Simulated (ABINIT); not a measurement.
SnSe2:

```
CELL_PARAMETERS angstrom
3.81100 0.00000 0.00000
-1.90550 3.30042 0.00000
0.00000 0.00000 6.13600
ATOMIC_POSITIONS crystal
Sn 0.00000 0.00000 0.00000
Se 0.66667 0.33333 0.75100
Se 0.33333 0.66667 0.24900
```

Base run:

```yaml
Program: ABINIT 10.8.3 (patched build)
Functional: BP86
Potentials_or_basis: JTH PAW PBE v2.0 sp
Cutoff: 408 eV
k_mesh: 8 × 8 × 5
Occupations: fermi-dirac, width 0.05 eV
Spin: no spin polarisation
```

Its results: band gap on the k mesh 0.75 eV, indirect (least direct gap 1.00 eV); largest force 0.877 eV/Å.

**Question.** The run is repeated on the same cell with these changes: functional from BP86 to LDA-PZ; potentials or basis from JTH PAW PBE v2.0 sp to JTH PAW LDA v2.0; valence electrons from 16 to 26. What comes out?

**Answer.** Band gap on the k mesh 0.67 eV, indirect (least direct gap 0.88 eV); largest force 0.490 eV/Å.

Caveats: spin-orbit coupling is left out, which moves the levels of the heavy elements; an odd mesh through Γ misses points on the zone boundary, where band edges often lie; the PAW data sets were made with another functional, which shifts forces and pressure a little (some runs); this set keeps more shells in the core, which shifts pressures and gaps (some runs).
